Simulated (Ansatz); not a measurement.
An input for Ansatz 0.2.0 (SnO (puckered monolayer (GeS type))):

```yaml
crystal:
  lattice:
    - [4.0514457101, 0.0, 0.0]
    - [0.0, 3.6485742088, 0.0]
    - [0.0, 0.0, 27.9]
  atoms:
    - { symbol: Sn, position: [0.2999864356, 0.0, 0.5419295849] }
    - { symbol: O, position: [0.3000135644, 0.5, 0.4962318703] }
    - { symbol: Sn, position: [0.7999864356, 0.5, 0.4580704151] }
    - { symbol: O, position: [-0.1999864356, 0.0, 0.5037681297] }
  periodic: [true, true, false]
kpoints:
  mp_grid: { grid: [2, 4, 1] }
hamiltonian:
  xc: pbe
  pseudopotentials: { kind: paw, azcp: { folder: soft_1 } }
scf:
  occupations: { method: fixed }
gw:
  n_empty_bands: 371
  ecut_chi: 54.0
  qp_bands: [v2, c2]
  qp_kpoints: band_edges
  screening: { model: contour_deformation }
```

```sh
ansatz run input.yaml --threads 4 --pin off --max-ram 17510MiB --backend cpu --events-out ev --progress --plain --runs-dir out
```

Estimate wall time and host memory on 4 threads of Intel Xeon Platinum 8488C (Sapphire Rapids), shared host.

It took 40 s; on shared hardware allow 20 s to 80 s. Peak host memory was 3.7 GiB. The sizes that set the cost: 7997 plane waves a state, 6 irreducible k points, 391 bands summed, 369 plane waves in the screening and 10 SCF cycles.

The screening grows as filled bands × empty bands × pairs of k points, times the square of the screening basis for the matrix.

[Paths, hosts, dates, memory and timing lines, banners, echoed tables and standing remarks are left out of the program output.]

[Logs are printed without paths, hosts, clocks, repeated set-up lines and the standing remarks that a program may print on its own settings, such as how far it seeks lower states.]

[Runs of the session that timed out or met a known fault of the program may be left out.]

[Cells called generated may have been cut or substituted from an entry of the Crystallography Open Database or the Materials Project.]

[Hosts, paths, dates, database ids (printed as entryN), source tags and the programs' standing remarks are cut or masked in the printed files.]
